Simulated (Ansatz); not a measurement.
## Calculated quadrupolar parameters for TiO2

The cell is a computed structure from the Materials Project (it need not be an observed phase), atoms as given.

```xyz
12
Lattice="-2.9732 3.2874 3.2874 2.9732 -3.2874 3.2874 2.9732 3.2874 -3.2874" Properties=species:S:1:pos:R:3 pbc="T T T"
Ti    2.9732    1.6437    1.6750
Ti    0.0000    1.6437    1.6124
Ti    1.4866    1.6437   -1.6437
Ti    1.4866   -1.6437    1.6437
O     1.4857    1.6437    0.3611
O     2.9732    2.9264   -1.6412
O     1.4875   -1.6437    3.6485
O     0.0000    3.6483    1.6462
O     2.9732   -0.3609    1.6412
O     0.0000    0.3609    4.9286
O     1.4857    4.9311   -0.3611
O     1.4875    1.6437    2.9263
```

Sites (sets of like atoms) are named by element and the number of their first atom in this list.

Level of theory: DFT, PBE, plane waves and PAW (field gradients read without the response of the frozen cores, which leaves them typically 4 to 6 % off), scalar-relativistic, 420 eV cutoff, Γ-centred 6×6×6 k-points, Fermi–Dirac smearing 0.02 eV (Ansatz 0.2.0).

C_Q = eQV_zz/h, which is 24.18 MHz for Q = 1 b and V_zz = 10²¹ V/m²; η = (V_xx − V_yy)/V_zz. Directions are in the Cartesian axes of the cell vectors above, for the atom listed; none is given where the gradient is under 0.02 or η is above 0.95.

| site | first atom | first shell | V_zz (10²¹ V/m²) | η | direction of V_zz (x, y, z) |
| --- | --- | --- | --- | --- | --- |
| Ti1 | 1 | 6 O at 1.94–2.00 Å | -2.45 | 0.57 | 1.00 0.00 0.00 |
| Ti3 | 3 | 6 O at 1.96–2.00 Å | -2.40 | 0.60 | 1.00 0.00 0.01 |
| O5 | 5 | 3 Ti at 1.94–2.00 Å | 2.66 | 0.90 | 0.05 0.00 1.00 |
| O6 | 6 | 3 Ti at 1.96–2.00 Å | 2.65 | 0.91 | 0.00 1.00 0.00 |

Hardware: 1 thread of Intel Xeon 6975P-C (Granite Rapids) (x86_64; 16 cores open to the job, memory cap 3.0 GiB, no GPU), a shared host with a load of 0.1 a core. Wall time 11 s, CPU time 11 s, peak memory 0.62 GiB.
